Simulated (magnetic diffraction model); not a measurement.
# Moment size from magnetic intensity in YbMg3

Space group P4/mmm (no. 123), a = 4.9390 Å, c = 4.1910 Å.

```csv
site,atom,x,y,z
1b,Yb,0,0,1/2
1d,Mg,1/2,1/2,1/2
2f,Mg,1/2,0,0
```

The compound is invented for this exercise: a known structure type with other elements, its cell scaled to their sizes and not relaxed.

Only Yb is taken to order (form factors of Yb3+); orders and moment sizes are assumed, and not adapted to the symmetry. Radiation: neutrons of λ = 1.8 Å, 5° to 75°; isotropic B of 0.42 Å² (Yb) and 0.67 Å² (Mg). The intensities are simulated: I ∝ L Σ (|F_N|² + |F_M⊥|²) for unpolarised neutrons, with F_M = 2.695 fm/μB × Σ f(s) S exp(2πi Q·r) exp(−B s²) at Q = H ± k (one set where k and −k are equivalent), only the part normal to Q counting and L = 1/(sin²θ cos θ). For collinear order S is the moment m, which repeats by lattice and centring translations R with the sign exp(−2πi k·R). Form factors are spin-only for 3d ions and dipole or tabulated for f ions, scattering lengths are Sears's of 1992, and absorption is left out. A label names one of the reflections at its angle. The strongest nuclear line in the range is 100, and lines under 0.2 are left out.

In a first state the assumed order is k = (0 0 0), collinear moments along [101], 3 μB on Yb, with this pattern:

```tsv
2θ (°)	index	nuclear	magnetic
21.00	(1 0 0)	10.2	8.9
24.80	(0 0 1)	3.7	2.6
29.87	(1 1 0)	5.2	4.2
32.72	(1 0 1)	8.7	6.2
39.20	(1 1 1)	100.0	4.2
42.75	(2 0 0)	42.5	1.9
48.09	(2 1 0)	4.3	2.9
50.05	(2 0 1)	4.0	2.5
50.87	(0 0 2)	15.5	0.5
54.85	(2 1 1)	6.9	4.0
55.62	(1 0 2)	3.4	1.7
60.12	(1 1 2)	3.0	1.5
62.05	(2 2 0)	22.1	0.8
66.28	(3 0 0)	1.3	0.7
67.88	(2 2 1)	2.5	1.2
68.57	(2 0 2)	37.7	1.1
```
(The table stops after 16 lines; 3 more lie at higher angle.)

**Question.** Nearer the ordering temperature the line at 21.00° has total intensity 16.7 on the same scale, and all moments have shrunk alike. How large is the Yb moment?

The nuclear part, 10.2, stays, so the magnetic part is 6.4 against 8.9. It goes as m², so m = 3 × √(6.4/8.9) = 2.54 μB; the value used was 2.55 μB.

[Logs are printed without paths, hosts, clocks, repeated set-up lines and the standing remarks that a program may print on its own settings, such as how far it seeks lower states.]
